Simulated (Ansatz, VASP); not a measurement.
**Two plane-wave programs on SrO**

Contents of POSCAR:

```
SrO
1.0
    0.0000000000      2.7640737311      2.7640737311
    2.7640737311      0.0000000000      2.7640737311
    2.7640737311      2.7640737311      0.0000000000
Sr O
1 1
Direct
    0.0000000000      0.0000000000      0.0000000000
    0.2500000000      0.2500000000      0.2500000000
```

INCAR.step1

```
SYSTEM = SrO
ALGO = Normal
EDIFF = 1E-4
ENCUT = 520
GGA = PE
ISMEAR = 0
LASPH = .True.
LCHARG = .False.
LREAL = .False.
LWAVE = .True.
NBANDS = 15
NELM = 60
PREC = Accurate
SIGMA = 0.01
```

INCAR.step2

```
SYSTEM = SrO
ALGO = Normal
EDIFF = 1E-6
ENCUT = 520
ISIF = 2
ISMEAR = 0
ISTART = 1
LASPH = .True.
LCHARG = .False.
LMIXTAU = .True.
LREAL = .False.
LWAVE = .False.
METAGGA = R2SCAN
NBANDS = 15
NELM = 60
PREC = Accurate
SIGMA = 0.01
```

KPOINTS

```
k-points
0
Gamma
  6 6 6
  0 0 0
```

Input for Ansatz:

```yaml
crystal:
  lattice:
    - [0.0, 2.7640737311, 2.7640737311]
    - [2.7640737311, 0.0, 2.7640737311]
    - [2.7640737311, 2.7640737311, 0.0]
  atoms:
    - { symbol: Sr, position: [0.0, 0.0, 0.0] }
    - { symbol: O, position: [0.25, 0.25, 0.25] }
kpoints:
  mp_grid: { grid: [6, 6, 6] }
hamiltonian:
  xc: r2scan
scf:
  occupations: { method: fixed }
  n_extra_bands: 4
output:
  forces: true
  stress: true
  eigenvalues: true
```

Alike in both runs: task single point; functional r2SCAN; k mesh 6 × 6 × 6; no spin polarisation.

|  | VASP | Ansatz |
| --- | --- | --- |
| version | VASP 6.6.1 | Ansatz 0.2.0 |
| potentials or method | VASP PAW PBE potentials, release 64 (Sr_sv, O) | plane waves, PAW |
| plane-wave cutoff (eV) | 520 | 500 |
| occupations | gaussian, width 0.01 eV | fixed |
| valence electrons in the cell | 16 | 16 |

```tsv
	VASP	Ansatz	Ansatz less VASP
gap on the k mesh at the Fermi level (eV)	2.99	2.97	-0.016
pressure (GPa)	2.7	2.1	-0.54
```

Caveats: the PAW data sets were made with another functional, which shifts forces and pressure a little (VASP). r2SCAN opens gaps a little over a GGA but as a rule still falls short of measured ones. A k mesh can miss the band edges.
